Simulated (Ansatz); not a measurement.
# Cu3Au: the cost of one run

Program: Ansatz 0.2.0. Level of theory: DFT PBE, scalar-relativistic, plane waves, PAW. These are calculated values, not measurements.

3 further runs of the same task are left out: 2 that didn't finish, 1 set aside as unsound or not needed.

## Step 1: The system as given

The structure is cubic, space group Pm-3m (No. 221). The conventional cell has a = 3.780 Å, b = 3.780 Å, c = 3.780 Å, α = 90.00°, β = 90.00°, γ = 90.00°. Cu (site symmetry 4/mmm) has 8 Cu at 2.67 Å and 4 Au at 2.67 Å as nearest neighbours. Around Au (site symmetry m-3m) lie 12 Cu at 2.67 Å.

Structure file:

```cif
data_structure
_symmetry_space_group_name_H-M 'P 1'
_symmetry_Int_Tables_number 1
_cell_length_a 3.7803
_cell_length_b 3.7803
_cell_length_c 3.7803
_cell_angle_alpha 90.000
_cell_angle_beta 90.000
_cell_angle_gamma 90.000
_cell_volume 54.02
loop_
_atom_site_label
_atom_site_type_symbol
_atom_site_fract_x
_atom_site_fract_y
_atom_site_fract_z
_atom_site_occupancy
Cu1 Cu 0.00000 0.50000 0.50000 1
Cu2 Cu 0.50000 0.00000 0.50000 1
Cu3 Cu 0.50000 0.50000 0.00000 1
Au1 Au 0.00000 0.00000 0.00000 1
```

This cell was relaxed beforehand with the same method: volume 13.51 Å³/atom, gap on the mesh none (metal).

## Step 2: Bands, states and charges

The input, input.yaml:

```yaml
crystal:
  lattice:
    - [3.7802773656, 0.0, 0.0]
    - [0.0, 3.7802773656, 0.0]
    - [0.0, 0.0, 3.7802773656]
  atoms:
    - { symbol: Cu, position: [0.0, 0.5, 0.5] }
    - { symbol: Cu, position: [0.5, 0.0, 0.5] }
    - { symbol: Cu, position: [0.5, 0.5, 0.0] }
    - { symbol: Au, position: [0.0, 0.0, 0.0] }
basis:
  ecutwfc: 420
kpoints:
  mp_grid: { grid: [12, 12, 12] }
  band_path:
    path:
      - [[0.0, 0.0, 0.0], [0.0, 0.5, 0.0], [0.5, 0.5, 0.0], [0.0, 0.0, 0.0], [0.5, 0.5, 0.5], [0.0, 0.5, 0.0]]
      - [[0.5, 0.5, 0.5], [0.5, 0.5, 0.0]]
    npoints: 14
hamiltonian:
  xc: pbe
scf:
  occupations: { method: gaussian, width: 0.1 }
  n_extra_bands: 10
output:
  forces: true
  stress: true
  eigenvalues: true
  populations: true
  dos: { projected: true, de: 0.02, nscf_kmesh: { grid: [18, 18, 18] } }
  bader: true
  write_density: true
  write_potential: true
  elf: true
  volumetric_format: npy
```

Command:

```
> ansatz run input.yaml --threads 1 --pin off --max-ram 2560MiB --backend cpu --events-out ev --progress --plain --runs-dir out
```

Q: Estimate wall time and peak memory on 1 thread of Arm Neoverse V1, shared host.

About 62 s, with a peak of 0.55 GiB.
